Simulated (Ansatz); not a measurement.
**Fitting the HSE06 energy curve of KF**

Symmetry: Fm-3m, No. 225, cubic system. The conventional cell has a = 5.344 Å, b = 5.344 Å, c = 5.344 Å, α = 90.00°, β = 90.00°, γ = 90.00°. Around K (site symmetry m-3m) lie 6 F at 2.67 Å. Around F (site symmetry m-3m) lie 6 K at 2.67 Å.

The cell was scaled at fixed shape and fractions and run with Ansatz, Ansatz PAW, cutoff 420 eV; HSE06, k mesh 6 × 6 × 6 on the cell of 2 atoms, fermi-dirac occupations of 0.05 eV, no spin polarisation, no spin-orbit coupling. The potentials were made for PBE. Energies are those that the program minimises, any entropy of the smearing included.

| V (Å³/atom) | energy over the lowest row (meV/atom) |
| --- | --- |
| 17.9293 | 12.057 |
| 18.3108 | 6.161 |
| 18.6923 | 2.356 |
| 19.0738 | 0.347 |
| 19.4552 | 0.000 |
| 19.8367 | ? |
| 20.2182 | 3.398 |

Problem. Fit the third-order Birch-Murnaghan form, give V0, B0 and B′, and predict the energy left open.

Solution. With y = (V0/V)^(2/3), E = E0 + (9 V0 B0/16) [(y - 1)³ B′ + (y - 1)² (6 - 4y)]. Least squares through the rows shown give V0 = 19.3554 Å³/atom, E0 = -0.056 meV, B0 = 31.51 GPa (1 eV/Å³ = 160.218 GPa) and B′ = 5.23, with a largest miss of 0.012 meV. At V = 19.8367 the form with these constants gives 1.062 meV; the run gave 1.051 meV an atom.
